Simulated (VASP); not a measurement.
Write the native input for VASP 6.6.1 that does the following.

```
Task                   : density of states
Functional             : PBE
Dispersion             : TS-HI
Potentials or basis    : VASP PAW PBE potentials, release 64 (H)
Cutoff                 : 520 eV
k mesh                 : 9 × 9 × 6
Occupations            : gaussian, width 0.05 eV
Spin                   : no spin polarisation
k mesh for the DOS     : 14 × 14 × 9
Further INCAR settings : ALGO = Normal; EDIFF = 1e-06
```

The system is H.

```
H
1.0
    -1.71379    1.71379    2.08556
     1.71379   -1.71379    2.08556
     3.42759    3.42759    0.00000
H
4
Direct
  0.95190 0.99177 0.90556
  0.39094 0.43562 0.57479
  0.07312 0.08417 0.00377
  0.58404 0.48845 0.51588
```

The cell isn't the ideal one: all atoms moved at random, sigma 0.4 Å a component; volume scaled by 1.04.

These files were run (other wordings do the same):

POSCAR

```
H
1.0
   -1.7137940552      1.7137940552      2.0855622805
    1.7137940552     -1.7137940552      2.0855622805
    3.4275881103      3.4275881103      0.0000000000
H
4
Direct
    0.9518986500      0.9917706900      0.9055627000
    0.3909380200      0.4356155900      0.5747881400
    0.0731228000      0.0841682000      0.0037694300
    0.5840405300      0.4884455200      0.5158797300
```

INCAR.step1

```
PREC = Accurate ; ENCUT = 520
EDIFF = 1E-6 ; ISMEAR = 0
SIGMA = 0.05 ; LREAL = F
LASPH = T ; NELM = 100
ALGO = Normal ; ISIF = 2
LWAVE = F ; LCHARG = T
GGA = PE ; IVDW = 21
```

KPOINTS.step1

```
regular mesh
0
Gamma
  9 9 6
```

INCAR.step2

```
PREC = Accurate ; ENCUT = 520
EDIFF = 1E-6 ; ISMEAR = -5
SIGMA = 0.05 ; LREAL = F
LASPH = T ; NELM = 100
ALGO = Normal ; ISIF = 2
LWAVE = F ; LCHARG = F
GGA = PE ; IVDW = 21
LORBIT = 11 ; NEDOS = 2001
ICHARG = 11
```

KPOINTS.step2

```
regular mesh
0
Gamma
  14 14 9
```

Potentials or basis: VASP PAW PBE potentials, release 64 (H).

Run with:

```sh
$ cat potpaw_PBE.64/H/POTCAR > POTCAR
$ cp INCAR.step1 INCAR
$ cp KPOINTS.step1 KPOINTS
$ mpirun -np 1 vasp_std > vasp.out
$ cp INCAR.step2 INCAR
$ cp KPOINTS.step2 KPOINTS
$ mpirun -np 1 vasp_std > vasp.out
```

Results of the run:

| Item | Value |
| --- | --- |
| Valence electrons inside the program's atomic spheres | H 0.73, 0.70, 0.71 |
| Dispersion energy per atom | -0.017 eV |

Run time: 99 s on 1 thread of Intel(R) Xeon(R) Platinum 8259CL CPU @ 2.50GHz (Skylake/Cascade Lake), with other jobs on the host, peak memory 0.31 GiB.
